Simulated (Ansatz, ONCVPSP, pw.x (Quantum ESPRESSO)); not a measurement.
## Equation-of-state test of one ONCV potential (beryllium (Be))

Be, optimised norm-conserving Vanderbilt (ONCV), made with ONCVPSP 4.0.1.1 (patched build) (PBE, scalar-relativistic). Core [He], reference 2s1.5 2p0.5. Waves: 2s: rc 1.50 bohr, ncon 4, nbas 8, qcut 4.6 1/bohr, 2 projectors, debl 1 Ha; 2p: rc 4.00 bohr, ncon 4, nbas 8, qcut 4 1/bohr, 2 projectors, debl 3 Ha; d scattering state at 0.06 Ha: rc 3.80 bohr, ncon 3, nbas 8, qcut 2.8 1/bohr, 3 projectors, debl 2 Ha. Local part: polynomial inside 1.20 bohr (lpopt 4, dvloc0 3 Ha). Core correction: Teter function, fcfact 5.75, rcfact 1.75.

Atomic tests: cutoffs needed: 6.3 Ha and 8.8 Ha (the cutoffs (Ha) at which the residual kinetic energy of the hardest occupied pseudo-wave falls to 1 and 0.1 mHa per electron) The cutoffs count occupied waves only; projector 2 of the s channel, the hardest unoccupied one, needs 16 Ha at the loose tolerance.; ghost test: no bound ghost flagged; GHOST(+) flagged for p at 86.8 eV; largest excitation error: -223 meV (all-electron minus pseudo) for 2s0 2p1, out of 4 test configurations.

Crystal test: fcc Be in pw.x 7.5, no spin, 18³ k-points, Fermi–Dirac smearing 0.01 Ry, cutoffs 50/200 Ry. The lattice is a test structure that the element need not adopt, and mesh and smearing are coarse.

pw.x input:

```
&control
  calculation='scf', prefix='x', pseudo_dir='./', outdir='./tmp', tstress=.true., disk_io='none'
/
&system
  ibrav=0, nat=1, ntyp=1, ecutwfc=50, ecutrho=200, nbnd=8,
  occupations='smearing', smearing='fd', degauss=0.01
/
&electrons
  conv_thr=1e-09, mixing_beta=0.4, electron_maxstep=70
/
ATOMIC_SPECIES
Be 1.0 Be.UPF
CELL_PARAMETERS angstrom
  0.00000000 1.58169236 1.58169236
  1.58169236 0.00000000 1.58169236
  1.58169236 1.58169236 0.00000000
ATOMIC_POSITIONS crystal
Be 0.0000 0.0000 0.0000
K_POINTS automatic
18 18 18 0 0 0
```

```bash
pw.x < Be.scf.in > Be.scf.out
```

Q: How does the run end?

A: It converges; the pressure is -4.00 GPa against -0.36 GPa from all-electron LAPW. The largest radius (4.00 bohr) exceeds half the bond length (2.11 bohr), so the spheres overlap, which is one possible source of error among others. This is a poor potential for the solid. The pseudo pressure rises with volume over the whole range, a mechanical instability. The log shows:

```
     using ibrav=0 with symmetry is DISCOURAGED, use correct ibrav instead
     lattice parameter (alat)  =       4.2270  a.u.
     unit-cell volume          =      53.4063 (a.u.)^3
     number of electrons       =         2.00
     number of Kohn-Sham states=            8
     kinetic-energy cutoff     =      50.0000  Ry
     charge density cutoff     =     200.0000  Ry
     scf convergence threshold =      1.0E-09
     Exchange-correlation= PBE
     number of k points=   195  Fermi-Dirac smearing, width (Ry)=  0.0100
     iteration #  1     ecut=    50.00 Ry     beta= 0.40
     total energy              =      -2.42402213 Ry
     estimated scf accuracy    <       0.00240340 Ry
     iteration #  2     ecut=    50.00 Ry     beta= 0.40
     total energy              =      -2.42442505 Ry
     estimated scf accuracy    <       0.00087398 Ry
     iteration #  3     ecut=    50.00 Ry     beta= 0.40
     total energy              =      -2.42444033 Ry
     estimated scf accuracy    <       0.00000046 Ry
     iteration #  4     ecut=    50.00 Ry     beta= 0.40
     total energy              =      -2.42444071 Ry
     estimated scf accuracy    <       0.00000004 Ry
     iteration #  5     ecut=    50.00 Ry     beta= 0.40
     total energy              =      -2.42444076 Ry
     estimated scf accuracy    <       0.00000002 Ry
     iteration #  6     ecut=    50.00 Ry     beta= 0.40
     the Fermi energy is     8.2206 ev
!    total energy              =      -2.42444077 Ry
     estimated scf accuracy    <          2.4E-10 Ry
     smearing contrib. (-TS)   =      -0.00045192 Ry
     The total energy is F=E-TS. E is the sum of the following terms:
     one-electron contribution =       2.33706524 Ry
     hartree contribution      =       0.00475146 Ry
     xc contribution           =      -1.69794659 Ry
     ewald contribution        =      -3.06785895 Ry
     convergence has been achieved in   6 iterations
          total   stress  (Ry/bohr**3)                   (kbar)     P=      -40.01
     Message from routine punch:
     Nothing written, as per user request (disk_io='none')
```
